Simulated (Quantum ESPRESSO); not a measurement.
A calculation with Quantum ESPRESSO 7.5 of ZrO2 (native input, structure typed inline):

The input pw.in:

```
&CONTROL
  calculation = 'scf'
  prefix = 'pwscf'
  outdir = './tmp'
  pseudo_dir = './pseudo'
  tprnfor = .true.
  tstress = .true.
  disk_io = 'low'
/
&SYSTEM
  ibrav = 0
  celldm(1) = 8
  nat = 6
  ntyp = 2
  ecutwfc = 55
  ecutrho = 440
  nbnd = 33
  occupations = 'smearing'
  smearing = 'fd'
  degauss = 0.00367493
/
&ELECTRONS
  conv_thr = 1.2d-09
  electron_maxstep = 120
  mixing_beta = 0.5
/
ATOMIC_SPECIES
Zr    91.2240 Zr_pbe_v1.uspp.F.UPF
O     15.9990 O.pbe-n-kjpaw_psl.0.1.UPF
CELL_PARAMETERS alat
  0.8494555145958   0.0000000000000   0.0000000000000
  0.0000000000000   0.8494555145958   0.0000000000000
  0.0000000000000   0.0000000000000   1.2228890183985
ATOMIC_POSITIONS crystal
Zr     0.5000000000    0.5000000000    0.5000000000
Zr     0.0000000000    0.0000000000    0.0000000000
O      0.5000000000    0.0000000000    0.7970000000
O      0.5000000000    0.0000000000    0.2970000000
O      0.0000000000    0.5000000000    0.7030000000
O      0.0000000000    0.5000000000    0.2030000000
K_POINTS automatic
7 7 5 0 0 0
```

File pp_density.in:

```
&INPUTPP
  prefix = 'pwscf'
  outdir = './tmp'
  filplot = 'density.dat'
  plot_num = 0
/
&PLOT
  nfile = 1
  filepp(1) = 'density.dat'
  iflag = 3
  output_format = 6
  fileout = 'density.cube'
/
```

pp_potential.in

```
&INPUTPP
  prefix = 'pwscf'
  outdir = './tmp'
  filplot = 'potential.dat'
  plot_num = 11
/
&PLOT
  nfile = 1
  filepp(1) = 'potential.dat'
  iflag = 3
  output_format = 6
  fileout = 'potential.cube'
/
```

Potentials or basis: SSSP 1.3 efficiency PBE.

Launch:

```console
$ OMP_NUM_THREADS=1 pw.x -in pw.in > pw.out
$ OMP_NUM_THREADS=1 pp.x -in pp_density.in > pp_density.out
$ OMP_NUM_THREADS=1 pp.x -in pp_potential.in > pp_potential.out
```

Task: Write the same calculation in another form: ASE script, Cartesian positions.

Result: As run:

File run.py:

```python
import numpy as np
from ase.calculators.espresso import Espresso, EspressoProfile
from ase.io import read

atoms = read('ZrO2.xyz')

input_data = {
    'control': {'calculation': 'scf', 'prefix': 'pwscf', 'outdir': './tmp', 'tprnfor': True, 'tstress': True, 'disk_io': 'nowf'},
    'system': {'ecutwfc': 55.0, 'ecutrho': 440.0, 'nbnd': 33, 'occupations': 'smearing', 'smearing': 'fd', 'degauss': 0.00367493},
    'electrons': {'conv_thr': 1.2e-09, 'electron_maxstep': 120, 'mixing_beta': 0.5},
}
pseudopotentials = {'O': 'O.pbe-n-kjpaw_psl.0.1.UPF', 'Zr': 'Zr_pbe_v1.uspp.F.UPF'}
profile = EspressoProfile(command='pw.x', pseudo_dir='pseudo')
dft = Espresso(profile=profile, input_data=input_data, pseudopotentials=pseudopotentials, kpts=(7, 7, 5), koffset=(0, 0, 0))
atoms.calc = dft

print(f'energy {atoms.get_potential_energy():.8f} eV')
print('forces (eV/A)')
print(np.round(atoms.get_forces(), 6))
print('stress (eV/A^3, Voigt)')
print(np.round(atoms.get_stress(), 8))
print(f'Fermi level {dft.get_fermi_level():.4f} eV')
```

Contents of ZrO2.xyz:

```xyz
6
Lattice="3.5961000000 0.0000000000 0.0000000000 0.0000000000 3.5961000000 0.0000000000 0.0000000000 0.0000000000 5.1770000000" Properties=species:S:1:pos:R:3 pbc="T T T"
Zr     1.7980500000      1.7980500000      2.5885000000
Zr     0.0000000000      0.0000000000      0.0000000000
O      1.7980500000      0.0000000000      4.1260690000
O      1.7980500000      0.0000000000      1.5375690000
O      0.0000000000      1.7980500000      3.6394310000
O      0.0000000000      1.7980500000      1.0509310000
```

Potentials or basis: SSSP 1.3 efficiency PBE.

Launch:

```sh
$ OMP_NUM_THREADS=1 python run.py
```

Both were run:

|  | native input, structure typed inline | ASE script, Cartesian positions |
| --- | --- | --- |
| Pressure | 4.7 GPa | 4.7 GPa |
| Largest force | 0.052 eV/Å | 0.052 eV/Å |
| Band gap on the k mesh | 4.02 eV, indirect (least direct gap 4.13 eV) | 4.02 eV, indirect (least direct gap 4.13 eV) |

Keys that steer only the numerical path or the files written may differ.

Caveat: an odd mesh through Γ misses points on the zone boundary, where band edges often lie.
